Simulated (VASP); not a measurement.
# A VASP 6.6.1 single-point calculation on LiF

INCAR

```
ISMEAR = 1
NSW = 0
EDIFF = 1E-7
ALGO = Normal
NELM = 66
LWAVE = .FALSE.
LREAL = .FALSE.
ENCUT = 520
LASPH = .TRUE.
SIGMA = 0.5
IBRION = -1
NBANDS = 12
ISIF = 2
METAGGA = MBJ
LCHARG = .FALSE.
PREC = Accurate
```

KPOINTS

```
KPOINTS created by Atomic Simulation Environment
0
Monkhorst-Pack
10 10 10
0 0 0
```

POSCAR

```
Li F
 1.0000000000000000
     0.0739833607000000    1.9890602287000001    1.9890602287000001
     1.9890602287000001    0.0739833607000000    1.9890602287000001
     1.9890602287000001    1.9890602287000001    0.0739833607000000
 Li  F
   1   1
Cartesian
  0.0000000000000000  0.0000000000000000  0.0000000000000000
  2.0260519090500000  2.0260519090500000  2.0260519090499995
```

The recommended PBE PAW datasets give the neutral cell 10 valence electrons.

Command

```
mpirun -np 1 vasp_std
```

OSZICAR

```
N       E                     dE             d eps       ncg     rms          rms(c)
DAV:   1     0.502897466661E+02    0.50290E+02   -0.54171E+03  2720   0.840E+02
DAV:   2     0.985646293505E+01   -0.40433E+02   -0.39525E+02  3180   0.188E+02
DAV:   3     0.880501175408E+01   -0.10515E+01   -0.10468E+01  3356   0.266E+01
DAV:   4     0.879505925154E+01   -0.99525E-02   -0.99510E-02  3016   0.270E+00
DAV:   5     0.879494861847E+01   -0.11063E-03   -0.11063E-03  3388   0.214E-01    0.309E+00
DAV:   6     0.719170355117E+01   -0.16032E+01   -0.83429E+00  2660   0.271E+01    0.278E+00
DAV:   7     0.797559953402E+01    0.78390E+00   -0.54639E-01  3096   0.637E+00    0.184E+00
DAV:   8     0.911816425058E+01    0.11426E+01   -0.70924E-01  3212   0.736E+00    0.122E+00
DAV:   9     0.889041966910E+01   -0.22774E+00   -0.70428E-01  2852   0.558E+00    0.122E+00
DAV:  10     0.118072229716E+02    0.29168E+01   -0.87493E-01  3144   0.775E+00    0.140E+00
...
DAV:  49     0.111773648321E+02   -0.31577E-05   -0.54807E-11  1320   0.561E-05    0.591E-06
DAV:  50     0.111773666571E+02    0.18250E-05   -0.16239E-11  1320   0.265E-05    0.305E-06
DAV:  51     0.111773643475E+02   -0.23096E-05   -0.15683E-12  1320   0.824E-06    0.304E-06
DAV:  52     0.111773653775E+02    0.10300E-05   -0.17825E-12  1320   0.924E-06    0.103E-06
DAV:  53     0.111773658005E+02    0.42299E-06   -0.65684E-13  1320   0.594E-06    0.501E-07
DAV:  54     0.111773649556E+02   -0.84484E-06   -0.15511E-12  1320   0.446E-06    0.676E-07
DAV:  55     0.111773644115E+02   -0.54414E-06    0.11910E-13  1320   0.428E-06    0.275E-07
DAV:  56     0.111773639731E+02   -0.43842E-06    0.51108E-13  1320   0.287E-06    0.277E-07
DAV:  57     0.111773640163E+02    0.43252E-07    0.71378E-13  1320   0.178E-06
   1 F= 0.11177364E+02 E0= 0.11161974E+02  d E =0.461703E-01
```

It converged. Results: gap between bands v and c on the k mesh 13.32 eV; least direct gap on the k mesh 13.32 eV. Band v is the last that the valence electrons fill when counted band by band, and c is the next.

The shifted mesh misses Γ, so a band edge there is missed. The MBJ potential has no energy functional, so only its levels carry meaning.

For comparison, a separate r²SCAN run of the intended cell, on usual settings and not on those above, gives a gap of 11.09 eV on its mesh and a pressure of 5.3 GPa.

The run above took about 61 s on one core of a shared host (Intel Xeon Platinum 8488C) and held 0.15 GiB at most.
